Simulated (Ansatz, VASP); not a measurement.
# One calculation of InSb3, two programs

```
CELL_PARAMETERS angstrom
0.00000 3.79512 3.79512
3.79512 0.00000 3.79512
3.79512 3.79512 0.00000
ATOMIC_POSITIONS crystal
In 0.00000 0.00000 0.00000
Sb 0.25000 0.25000 0.25000
Sb 0.75000 0.75000 0.75000
Sb 0.50000 0.50000 0.50000
```

Alike in both runs: task single point; functional PBEsol; k mesh 10 × 10 × 10; occupations gaussian, width 0.1 eV; no spin polarisation.

```csv
,VASP,Ansatz
version,VASP 6.6.1,Ansatz 0.2.0
potentials or method,"VASP PAW PBE potentials, release 64 (In_d, Sb)","scalar-relativistic, plane waves, PAW"
plane-wave cutoff (eV),520,420
valence electrons in the cell,28,58
```

```tsv
	VASP	Ansatz	Ansatz less VASP
gap on the k mesh at the Fermi level (eV)	none	none	-
pressure (GPa)	-3.1	-3.1	+0.01
```

A gap of «none» marks a metal or a gap that the smearing closes. The functional is the same, so the differences come from potentials, cutoffs and numerics. The two sets of potentials don't hold the same shells in valence.

Caveats: the PAW data sets were made with another functional, which shifts forces and pressure a little (VASP). The runs have no spin-orbit coupling, so splittings on Sb are missing.
